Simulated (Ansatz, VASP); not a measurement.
# One calculation of HfO2, two programs

The input INCAR:

```
SYSTEM = HfO2
PREC = Accurate
ENCUT = 520
EDIFF = 1E-6
ISMEAR = 0
SIGMA = 0.05
LREAL = .FALSE.
LASPH = .TRUE.
NELM = 60
ALGO = Normal
ISIF = 2
LWAVE = .FALSE.
LCHARG = .FALSE.
GGA = PE
NBANDS = 18
```

The input KPOINTS:

```
Automatic mesh
0
G
  8 8 8
  0 0 0
```

Contents of POSCAR:

```
HfO2
1.0
    0.0000000000      2.4552000000      2.3529000000
    2.4552000000      0.0000000000      2.3529000000
    2.4552000000      2.4552000000      0.0000000000
Hf O
1 2
Direct
    0.0000000000      0.0000000000      0.0000000000
    0.2500000000      0.2500000000      0.2500000000
    0.7500000000      0.7500000000      0.7500000000
```

Input for Ansatz:

```yaml
crystal:
  lattice:
    - [0.0, 2.4552, 2.3529]
    - [2.4552, 0.0, 2.3529]
    - [2.4552, 2.4552, 0.0]
  atoms:
    - { symbol: Hf, position: [0.0, 0.0, 0.0] }
    - { symbol: O, position: [0.25, 0.25, 0.25] }
    - { symbol: O, position: [0.75, 0.75, 0.75] }
basis:
  ecutwfc: 420
kpoints:
  mp_grid: { grid: [8, 8, 8] }
hamiltonian:
  xc: pbe
scf:
  occupations: { method: gaussian, width: 0.05 }
output:
  forces: true
  stress: true
  eigenvalues: true
```

Change from the starting cell: strain -0.040 along x and y, -0.080 along z, atoms carried along.

Alike in both runs: task single point; functional PBE; k mesh 8 × 8 × 8; occupations gaussian, width 0.05 eV; no spin polarisation.

```csv
,VASP,Ansatz
version,VASP 6.6.1,Ansatz 0.2.0
potentials or method,"VASP PAW PBE potentials, release 64 (Hf_pv, O)","scalar-relativistic, plane waves, PAW"
plane-wave cutoff (eV),520,420
valence electrons in the cell,22,38
```

Ansatz gave:

| Property | Result |
| --- | --- |
| gap on the k mesh at the Fermi level (eV) | 3.48 |
| least direct gap on the mesh (eV) | 3.73 |
| pressure (GPa) | 52.7 |
| largest component of the traceless stress (GPa) | 15.50 |

Q: Estimate VASP's values.

A: gap on the k mesh at the Fermi level (eV): 3.52; least direct gap on the mesh (eV): 3.77; pressure (GPa): 47.6; largest component of the traceless stress (GPa): 15.86.

The functional is the same, so the differences come from potentials, cutoffs and numerics. The two sets of potentials don't hold the same shells in valence.

Caveats: so large a pressure means that the cell lies far from this level's equilibrium, or that cutoff or potentials fall short (VASP); spin-orbit coupling is left out, which moves the levels of the heavy elements. A k mesh can miss the band edges.
